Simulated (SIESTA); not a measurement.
MgB2:

```
CELL_PARAMETERS angstrom
3.08500 0.00000 0.00000
-1.54250 2.67169 0.00000
0.00000 0.00000 3.52300
ATOMIC_POSITIONS crystal
Mg 0.00000 0.00000 0.00000
B 0.66667 0.33333 0.50000
B 0.33333 0.66667 0.50000
```

Base run:

```yaml
Program: SIESTA 5.4.2
Functional: RPBE
Potentials_or_basis: PseudoDojo 0.4 standard (PBE files)
Basis: DZP (energy shift 0.003 Ry; two zetas on semicore shells)
Grid_cutoff: 800 Ry
Energy_shift: 0.003 Ry
k_mesh: 10 × 10 × 8
Occupations: fermi-dirac, width 0.05 eV
Spin: no spin polarisation
```

Its results: band gap on the k mesh none (metal or under the smearing width); pressure 5.9 GPa.

Problem. The run is repeated on the same cell with these changes: functional from RPBE to PBE. What comes out?

Solution. Band gap on the k mesh none (metal or under the smearing width); pressure 4.1 GPa.

PBE binds more tightly than RPBE, so the same cell stands under less pressure.

Caveats: the basis of atomic orbitals isn't converged, which shifts pressures, moduli and gaps; the potentials were made for another functional, which shifts forces and pressure (some runs).
